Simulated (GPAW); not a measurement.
# MnO (Fm-3m) in GPAW: convergence with k mesh

Aim: find how far k mesh must go before the results for MnO settle, at PBE. This setting moves, with any that are tied to it; all else stays.

All numbers are computed with GPAW 26.7.0; they aren't measurements. Logs are shortened: lines on timing, memory, paths and dates and some standing lists are left out, and cuts for length are marked. The log counts tension as positive stress, the text compression.

## Step 1: Starting point

Symmetry: Fm-3m, No. 225, cubic system. Conventional cell: a = 4.448 Å, b = 4.448 Å, c = 4.448 Å, α = 90.00°, β = 90.00°, γ = 90.00°. Mn (site symmetry m-3m) is surrounded by 6 O at 2.22 Å. O (site symmetry m-3m) is surrounded by 6 Mn at 2.22 Å.

The cell is a database's computed one.

## Step 2: With k mesh 2 × 2 × 2

Input file run.py:

```python
from ase.dft.bandgap import bandgap
from ase.io import read, write
from ase.units import GPa
from gpaw import GPAW, PW, setup_paths

setup_paths.insert(0, '.')

atoms = read('POSCAR')
atoms.set_initial_magnetic_moments([4.0, 0.0])

calc = GPAW(mode=PW(800),
            xc='PBE',
            kpts={'size': (2, 2, 2), 'gamma': True},
            occupations={'name': 'fermi-dirac', 'width': 0.05},
            setups={'Mn': 'jth', 'O': 'jth'},
            nbands=-11,
            convergence={'density': 1e-05, 'energy': 1e-05},
            maxiter=100,
            txt='gpaw.txt')
atoms.calc = calc
energy = atoms.get_potential_energy()
forces = atoms.get_forces()
stress = atoms.get_stress()
calc.write('gs.gpw')
write('result.traj', atoms)
print(f'Energy: {energy:.6f} eV')
print('Forces (eV/A):')
print(forces.round(4))
print('Stress (GPa):', (stress / GPa).round(3))
print('Moments:', calc.get_magnetic_moments().round(3))
print('Fermi level:', round(calc.get_fermi_level(), 4), 'eV')
print(f'Gap: {bandgap(calc)[0]:.4f} eV, direct: {bandgap(calc, direct=True)[0]:.4f} eV')
```

Input file POSCAR:

```
MnO
1.0
    0.0000000000      2.2239077028      2.2239077028
    2.2239077028      0.0000000000      2.2239077028
    2.2239077028      2.2239077028      0.0000000000
Mn O
1 1
Direct
    0.0000000000      0.0000000000      0.0000000000
    0.5000000000      0.5000000000      0.5000000000
```

Potentials or basis: JTH PAW 2.0, PBE, pw.

Run with:

```console
$ OMP_NUM_THREADS=1 python run.py
```

Run time: 61 s. Hardware: 1 thread of Arm Neoverse V1, shared host; peak memory 0.15 GiB.

The run did not converge.

## Step 3: With k mesh 3 × 3 × 3

run.py: that of step 2 with these lines changed.

```diff
@@ -12,3 +12,3 @@
             xc='PBE',
-            kpts={'size': (2, 2, 2), 'gamma': True},
+            kpts={'size': (3, 3, 3), 'gamma': True},
             occupations={'name': 'fermi-dirac', 'width': 0.05},
```

POSCAR is that of step 2.

Potentials or basis: JTH PAW 2.0, PBE, pw.

Run with:

```console
$ OMP_NUM_THREADS=1 python run.py
```

gpaw.txt:

```text
__  _  _
 | _ |_)|_||  |
 |__||  | ||/\| - 26.7.0

Input parameters:
  mode=PW(ecut=800.0),
  convergence={'density': 1e-05, 'energy': 1e-05},
  kpts=MonkhorstPack(size=(3, 3, 3), gamma=True),
  maxiter=100,
  nbands=-11,
  occupations=Occupations(name='fermi-dirac', width=0.05),
  setups={'Mn': 'jth', 'O': 'jth'},
  xc=XC(name='PBE')

Diagonalizing LCAO Hamiltonian
Converting LCAO to pw mode

              O

       Mn

Atoms  # Å, Bohr magnetons
|   | symbol |        x |        y |        z |    initial magnetic moments |
|---|--------|----------|----------|----------|-----------------------------|
| 0 |     Mn | 0.000000 | 0.000000 | 0.000000 | ( 0.0000,  0.0000,  4.0000) |
| 1 |      O | 2.223908 | 2.223908 | 2.223908 | ( 0.0000,  0.0000,  0.0000) |

Unit cell  # Å
| periodic |        x |        y |        z |  lengths |    angles |
|----------|----------|----------|----------|----------|-----------|
|      yes | 0.000000 | 2.223908 | 2.223908 | 3.145080 | 60.000000 |
|      yes | 2.223908 | 0.000000 | 2.223908 | 3.145080 | 60.000000 |
|      yes | 2.223908 | 2.223908 | 0.000000 | 3.145080 | 60.000000 |

Number of symmetries: 48
Symmetry operations  # r_c * U_cc + t_c -> r_c
|    | kind |            matrix            |
|----|------|------------------------------|
|  0 |  σ   |  1, 0, 0,  1, 0,-1,  1,-1, 0 |
|  1 |  C2  |  1, 0, 0,  1,-1, 0,  1, 0,-1 |
|  2 |  E   |  1, 0, 0,  0, 1, 0,  0, 0, 1 |
|  3 |  σ   |  1, 0, 0,  0, 0, 1,  0, 1, 0 |
|  4 |  C4  |  1, 0,-1,  1, 0, 0,  1,-1, 0 |
|  5 |  S6  |  1, 0,-1,  1,-1, 0,  1, 0, 0 |
|  6 |  σ   |  1, 0,-1,  0, 1,-1,  0, 0,-1 |
|  7 |  C3  |  1, 0,-1,  0, 0,-1,  0, 1,-1 |
|  8 |  S6  |  1,-1, 0,  1, 0, 0,  1, 0,-1 |
|  9 |  C4  |  1,-1, 0,  1, 0,-1,  1, 0, 0 |
| 10 |  C3  |  1,-1, 0,  0,-1, 1,  0,-1, 0 |
| 11 |  σ   |  1,-1, 0,  0,-1, 0,  0,-1, 1 |
| 12 |  σ   |  0, 1, 0,  1, 0, 0,  0, 0, 1 |
| 13 |  C4  |  0, 1, 0,  0, 1,-1, -1, 1, 0 |
| 14 |  C3  |  0, 1, 0,  0, 0, 1,  1, 0, 0 |
| 15 |  S6  |  0, 1, 0, -1, 1, 0,  0, 1,-1 |
| 16 |  C2  |  0, 1,-1,  1, 0,-1,  0, 0,-1 |
| 17 |  σ   |  0, 1,-1,  0, 1, 0, -1, 1, 0 |
| 18 |  S4  |  0, 1,-1,  0, 0,-1,  1, 0,-1 |
| 19 |  C4  |  0, 1,-1, -1, 1, 0,  0, 1, 0 |
| 20 |  C3  |  0, 0, 1,  1, 0, 0,  0, 1, 0 |
| 21 |  σ   |  0, 0, 1,  0, 1, 0,  1, 0, 0 |
| 22 |  S6  |  0, 0, 1,  0,-1, 1, -1, 0, 1 |
| 23 |  C4  |  0, 0, 1, -1, 0, 1,  0,-1, 1 |
| 24 |  S4  |  0, 0,-1,  1, 0,-1,  0, 1,-1 |
| 25 |  C3  |  0, 0,-1,  0, 1,-1,  1, 0,-1 |
| 26 |  C2  |  0, 0,-1,  0,-1, 0, -1, 0, 0 |
| 27 |  S6  |  0, 0,-1, -1, 0, 0,  0,-1, 0 |
| 28 |  S4  |  0,-1, 1,  1,-1, 0,  0,-1, 0 |
| 29 |  C4  |  0,-1, 1,  0, 0, 1, -1, 0, 1 |
| 30 |  C2  |  0,-1, 1,  0,-1, 0,  1,-1, 0 |
| 31 |  σ   |  0,-1, 1, -1, 0, 1,  0, 0, 1 |
| 32 |  C3  |  0,-1, 0,  1,-1, 0,  0,-1, 1 |
| 33 |  S6  |  0,-1, 0,  0, 0,-1, -1, 0, 0 |
| 34 |  S4  |  0,-1, 0,  0,-1, 1,  1,-1, 0 |
| 35 |  C2  |  0,-1, 0, -1, 0, 0,  0, 0,-1 |
| 36 |  C2  | -1, 1, 0,  0, 1, 0,  0, 1,-1 |
| 37 |  S6  | -1, 1, 0,  0, 1,-1,  0, 1, 0 |
| 38 |  S4  | -1, 1, 0, -1, 0, 1, -1, 0, 0 |
| 39 |  C3  | -1, 1, 0, -1, 0, 0, -1, 0, 1 |
| 40 |  S6  | -1, 0, 1,  0, 0, 1,  0,-1, 1 |
| 41 |  C2  | -1, 0, 1,  0,-1, 1,  0, 0, 1 |
| 42 |  C3  | -1, 0, 1, -1, 1, 0, -1, 0, 0 |
| 43 |  S4  | -1, 0, 1, -1, 0, 0, -1, 1, 0 |
| 44 |  C2  | -1, 0, 0,  0, 0,-1,  0,-1, 0 |
| 45 |  i   | -1, 0, 0,  0,-1, 0,  0, 0,-1 |
| 46 |  σ   | -1, 0, 0, -1, 1, 0, -1, 0, 1 |
| 47 |  C2  | -1, 0, 0, -1, 0, 1, -1, 1, 0 |

BZ-sampling:
  Number of BZ points: 27
  Number of IBZ points: 4

  Monkhorst-Pack size: [3, 3, 3]
  Monkhorst-Pack shift: [0, 0, 0]

K-points  # in reciprocal-cell coordinates
|   |                                coordinates |     weight |
|---|--------------------------------------------|------------|
| 0 | (  0.00000000,   0.00000000,   0.00000000) | 0.03703704 |
| 1 | (  0.33333333,   0.33333333,  -0.33333333) | 0.44444444 |
| 2 | (  0.33333333,   0.33333333,   0.00000000) | 0.22222222 |
| 3 | (  0.33333333,   0.33333333,   0.33333333) | 0.29629630 |

Plane wave coefficients: 1139
Cutoff: 800.0 eV

Spin-components: 2 (collinear spins)
Bands:           23
Projectors:      10
Spin-degeneracy: 1
Datatype:        complex128

Parallelization:
  kpt:    1
  domain: 1
  band:   1

Density:
  Valence electrons: 21.0
  Components: 2
  Grid points: [21 21 21]
  Charge: 0.0  # |e|

Potential:
  Grid points: [21 21 21]

species:
  Mn:
    name:    Manganese
    Z:       25.0
    valence: 15
    core:    10
    charge:  0.0  # [|e|]
    compensation charges:
      type: sinc
      rc: 0.95  # [Å]
      lmax: 2
    cutoffs:
      filter: 1.12  # [Å]
      core: 0.86  # [Å]
    projectors
    | kind |    occ | energy [eV] | rcut [Å] |
    |------|--------|-------------|----------|
    |   3s |  2.000 |     -81.617 |    1.062 |
    |   4s |  1.000 |      -4.133 |    1.062 |
    |   3p |  6.000 |     -50.473 |    0.954 |
    |    p |        |      40.817 |    0.954 |
    |   3d |  6.000 |      -3.374 |    1.062 |
    |    d |        |      27.211 |    1.062 |

    Using partial waves for Mn as LCAO basis

  O:
    name:    Oxygen
    Z:       8.0
    valence: 6
    core:    2
    charge:  0.0  # [|e|]
    compensation charges:
      type: sinc
      rc: 0.64  # [Å]
      lmax: 2
    cutoffs:
      filter: 0.75  # [Å]
      core: 0.85  # [Å]
    projectors
    | kind |    occ | energy [eV] | rcut [Å] |
    |------|--------|-------------|----------|
    |   2s |  2.000 |     -23.962 |    0.749 |
    |    s |        |      27.211 |    0.749 |
    |   2p |  4.000 |      -9.031 |    0.749 |
    |    p |        |      27.211 |    0.749 |

    Using partial waves for O as LCAO basis

Reference energy: -33560.095310  # eV

eigensolver:
  PPCG
  Converge bands: occupied
  niter=2

density mixing:
  MSR1-Mixer
  Pratt-step length: 0.05
  Maximum mixing coefficient: 0.75
  Old densities: 10
  SVD Regularization: 0.005
  Good broyden scale: 1.0
  Trust region scale: 1.0
  Backstep threshold: 4.0
  History deletion threshold: 6.0
  Fourier metric: weight=20.0, sigma=0.015

occupation numbers:
  Fermi-Dirac:
    width: 0.0500  # eV

poisson solver:
  ecut: 6400.0  # eV

xc functional:
  name: PBE with 2 nearest neighbor stencil

convergence criteria:
- Maximum integral of absolute [dens]ity change: 1e-05 electrons / valence electron
- Maximum [total energy] change in last 3 cyles: 1e-05 eV / valence electron
- Maximum integral of absolute [eigenst]ate change: 4e-08 eV^2 / valence electron
maximum number of iterations: 100

SCF iterations
|iter     | |      energy | eigst |  dens |  magmom |
|---------|-|-------------|-------|-------|---------|
|iter:   1| |  -16.856667 | -0.08 |       |  +3.9862|
|iter:   2| |  -16.651815 | -2.56 | -0.79 |  +4.0148|
|iter:   3| |  -16.257063 | -1.76 | -0.82 |  +4.3499|
|iter:   4| |  -16.307289 | -2.33 | -1.37 |  +4.4708|
|iter:   5| |  -16.275725 | -3.06 | -1.56 |  +4.4980|
|iter:   6| |  -16.283716 | -4.02 | -1.86 |  +4.5587|
|iter:   7| |  -16.283943 | -5.39 | -2.66 |  +4.5583|
|iter:   8| |  -16.283976 | -6.03 | -3.14 |  +4.5573|
|iter:   9| |  -16.283974c| -7.16 | -3.68 |  +4.5568|
|iter:  10| |  -16.283973c| -8.07c| -4.75 |  +4.5569|
|iter:  11| |  -16.283973c| -8.36c| -5.16c|  +4.5569|

Converged in 11 steps
Energy contributions relative to reference atoms: (reference = -33560.095310)

Energy contributions:
  Kinetic:          17.707552
  Coulomb:         -19.252389
  Zero:              0.003617
  External:          0.000000
  Xc:              -14.729826
  Entropy:          -0.025857
  Spinorbit:         0.000000
  ----------------------------
  Free energy:     -16.296902
  Extrapolated:    -16.283973

dipole moment: (-17.473996, -17.473996, -17.473996)  # |e|*Ang

Total magnetic moment: (0.000000, 0.000000, 4.556922)

Local magnetic moments
|        x |        y |        z |
|----------|----------|----------|
| 0.000000 | 0.000000 | 4.003444 |  # Mn   0
| 0.000000 | 0.000000 | 0.167106 |  # O    1

Fermi level: 7.510
Eigenvalues  # (at kpt = [0.000, 0.000, 0.000])
| band index |      eig [eV] | occ [0-1] |      eig [eV] | occ [0-1] |
|------------|---------------|-----------|---------------|-----------|
|          0 |       -73.826 |     1.000 |       -69.232 |     1.000 |
|        ... |               |           |               |           |
|          3 |       -42.555 |     1.000 |       -38.050 |     1.000 |
|          4 |       -12.474 |     1.000 |       -12.094 |     1.000 |
|          5 |         4.042 |     1.000 |         4.367 |     1.000 |
|          6 |         4.042 |     1.000 |         4.367 |     1.000 |
|          7 |         4.042 |     1.000 |         4.367 |     1.000 |
|          8 |         4.612 |     1.000 |         8.423 |     0.000 |
[... 8 lines left out ...]
|         17 |        24.038 |     0.000 |        25.433 |     0.000 |
|         18 |        27.398 |     0.000 |        29.666 |     0.000 |
|        ... |               |           |               |           |
|         22 |        30.423 |     0.000 |        31.793 |     0.000 |

No gap
No difference between direct/indirect transitions

Forces  # eV/Ang
|       x |        y |       z |
|---------|----------|---------|
| 0.00000 |  0.00000 | 0.00000 |  # Mn   0
| 0.00000 | -0.00000 | 0.00000 |  # O    1

Stress tensor  # eV/Ang^3
|        x |         y |         z |
|----------|-----------|-----------|
| 0.025148 |  0.000000 |  0.000000 |
| 0.000000 |  0.025148 | -0.000000 |
| 0.000000 | -0.000000 |  0.025148 |

# Writing to gs.gpw (mode='')
```

stdout:

```text
Energy: -16.283973 eV
Forces (eV/A):
[[ 0.  0.  0.]
 [ 0. -0.  0.]]
Stress (GPa): [ 4.029  4.029  4.029 -0.     0.     0.   ]
Moments: [4.003 0.167]
Fermi level: 7.5102 eV
Gap: 0.0000 eV, direct: 0.0000 eV
```

Run time: 9.7 s. Hardware: 1 thread of Arm Neoverse V1, shared host; peak memory 0.15 GiB.

What came out:

| Property | Result |
| --- | --- |
| Free energy | -16.2969 eV |
| Pressure | -4.0 GPa |
| Band gap on the k mesh | none (metal or under the smearing width) |
| Net moment | 4.56 μB per cell |
| Site moments | Mn +4.00; O +0.17 μB |

## Step 4: With k mesh 4 × 4 × 4

run.py: that of step 3 with these lines changed.

```diff
@@ -12,3 +12,3 @@
             xc='PBE',
-            kpts={'size': (3, 3, 3), 'gamma': True},
+            kpts={'size': (4, 4, 4), 'gamma': True},
             occupations={'name': 'fermi-dirac', 'width': 0.05},
```

POSCAR is that of step 3.

Run with:

```console
$ OMP_NUM_THREADS=1 python run.py
```

It took 15 s on 1 thread of Arm Neoverse V1, shared host; peak memory 0.15 GiB.

What came out:

```yaml
Free_energy: -16.3874 eV
Pressure: -1.8 GPa
Band_gap_on_the_k_mesh: none (metal or under the smearing width)
Net_moment: 4.72 μB per cell
Site_moments: Mn +4.11; O +0.19 μB
```

## Step 5: With k mesh 5 × 5 × 5

run.py: that of step 4 with these lines changed.

```diff
@@ -12,3 +12,3 @@
             xc='PBE',
-            kpts={'size': (4, 4, 4), 'gamma': True},
+            kpts={'size': (5, 5, 5), 'gamma': True},
             occupations={'name': 'fermi-dirac', 'width': 0.05},
```

POSCAR is that of step 4.

Run with:

```console
$ OMP_NUM_THREADS=1 python run.py
```

It took 19 s on 1 thread of Arm Neoverse V1, shared host; peak memory 0.15 GiB.

It converged, with:

```
Free energy            : -16.3569 eV
Pressure               : 1.5 GPa
Band gap on the k mesh : none (metal or under the smearing width)
Net moment             : 4.86 μB per cell
Site moments           : Mn +4.21; O +0.21 μB
```

## Step 6: With k mesh 7 × 7 × 7

run.py: that of step 5 with these lines changed.

```diff
@@ -12,3 +12,3 @@
             xc='PBE',
-            kpts={'size': (5, 5, 5), 'gamma': True},
+            kpts={'size': (7, 7, 7), 'gamma': True},
             occupations={'name': 'fermi-dirac', 'width': 0.05},
```

POSCAR is that of step 5.

Potentials or basis: JTH PAW 2.0, PBE, pw.

Run with:

```console
$ OMP_NUM_THREADS=1 python run.py
```

It took 30 s on 1 thread of Arm Neoverse V1, shared host; peak memory 0.16 GiB.

It converged, with:

* Free energy: -16.3676 eV
* Pressure: -1.6 GPa
* Band gap on the k mesh: none (metal or under the smearing width)
* Net moment: 4.72 μB per cell
* Site moments: Mn +4.12; O +0.19 μB

## Step 7: With k mesh 8 × 8 × 8

run.py: that of step 6 with these lines changed.

```diff
@@ -12,3 +12,3 @@
             xc='PBE',
-            kpts={'size': (7, 7, 7), 'gamma': True},
+            kpts={'size': (8, 8, 8), 'gamma': True},
             occupations={'name': 'fermi-dirac', 'width': 0.05},
```

POSCAR is that of step 6.

Run with:

```console
$ OMP_NUM_THREADS=1 python run.py
```

It took 42 s on 1 thread of Arm Neoverse V1, shared host; peak memory 0.17 GiB.

Results (log left out):

```
Free energy            : -16.3647 eV
Pressure               : -0.3 GPa
Band gap on the k mesh : none (metal or under the smearing width)
Net moment             : 4.78 μB per cell
Site moments           : Mn +4.16; O +0.20 μB
```

## Step 8: With k mesh 9 × 9 × 9

run.py: that of step 7 with these lines changed.

```diff
@@ -12,3 +12,3 @@
             xc='PBE',
-            kpts={'size': (8, 8, 8), 'gamma': True},
+            kpts={'size': (9, 9, 9), 'gamma': True},
             occupations={'name': 'fermi-dirac', 'width': 0.05},
```

POSCAR is that of step 7.

Run with:

```console
$ OMP_NUM_THREADS=1 python run.py
```

Run time: 49 s. Hardware: 1 thread of Arm Neoverse V1, shared host; peak memory 0.18 GiB.

Results (log left out):

```yaml
Free_energy: -16.3665 eV
Pressure: -0.8 GPa
Band_gap_on_the_k_mesh: none (metal or under the smearing width)
Net_moment: 4.76 μB per cell
Site_moments: Mn +4.14; O +0.19 μB
```

## Step 9: With k mesh 11 × 11 × 11

run.py: that of step 8 with these lines changed.

```diff
@@ -12,3 +12,3 @@
             xc='PBE',
-            kpts={'size': (9, 9, 9), 'gamma': True},
+            kpts={'size': (11, 11, 11), 'gamma': True},
             occupations={'name': 'fermi-dirac', 'width': 0.05},
```

POSCAR is that of step 8.

Potentials or basis: JTH PAW 2.0, PBE, pw.

Run with:

```console
$ OMP_NUM_THREADS=1 python run.py
```

Run time: 80 s. Hardware: 1 thread of Arm Neoverse V1, shared host; peak memory 0.2 GiB.

Results (log left out):

| Property | Result |
| --- | --- |
| Free energy | -16.3641 eV |
| Pressure | -0.3 GPa |
| Band gap on the k mesh | none (metal or under the smearing width) |
| Net moment | 4.78 μB per cell |
| Site moments | Mn +4.16; O +0.20 μB |

## Step 10: With k mesh 14 × 14 × 14

run.py: that of step 9 with these lines changed.

```diff
@@ -12,3 +12,3 @@
             xc='PBE',
-            kpts={'size': (11, 11, 11), 'gamma': True},
+            kpts={'size': (14, 14, 14), 'gamma': True},
             occupations={'name': 'fermi-dirac', 'width': 0.05},
```

POSCAR is that of step 9.

Run with:

```console
$ OMP_NUM_THREADS=1 python run.py
```

It took 2.3 min on 1 thread of Arm Neoverse V1, shared host; peak memory 0.26 GiB.

It converged, with:

| Item | Value |
| --- | --- |
| Free energy | -16.3643 eV |
| Pressure | -0.7 GPa |
| Band gap on the k mesh | none (metal or under the smearing width) |
| Net moment | 4.76 μB per cell |
| Site moments | Mn +4.14; O +0.19 μB |

## Step 11: The series at a glance

```
      k mesh  energy less the tightest run, at zero smearing (meV/atom)  pressure (GPa)  largest site moment (μB)  SCF cycles  CPU time (s)  peak memory (GiB)
   2 × 2 × 2                                              not converged               -                         -           -             -                  -
   3 × 3 × 3                                                      38.19           -4.03                      4.00          11           9.7               0.15
   4 × 4 × 4                                                     -10.94           -1.77                      4.11          11            15               0.15
   5 × 5 × 5                                                       4.76            1.53                      4.21          13            19               0.15
   7 × 7 × 7                                                      -1.51           -1.59                      4.12          12            30               0.16
   8 × 8 × 8                                                      -0.30           -0.27                      4.16          12            42               0.17
   9 × 9 × 9                                                      -1.58           -0.75                      4.14          12            49               0.18
11 × 11 × 11                                                      -0.24           -0.29                      4.16          12            80                0.2
14 × 14 × 14                                                       0.00           -0.74                      4.14          12           140               0.26
```

Against the tightest run, the energy stays within 1 meV/atom from 11 × 11 × 11 on; the largest site moment stays within 0.02 μB from 8 × 8 × 8 on. Not settled before the last step: the pressure (to 0.1 GPa). Meshes of other sizes hit other points, so gaps and Fermi surfaces needn't settle smoothly. The tightest run that finished is the yardstick and may itself not be fully converged.

Caveats: the program truncates these outside data sets; a cell with one magnetic atom can't hold antiferromagnetic order, which such compounds often take; semilocal functionals often make such compounds metallic where correlation or magnetic order opens a gap, which also shifts bond lengths.
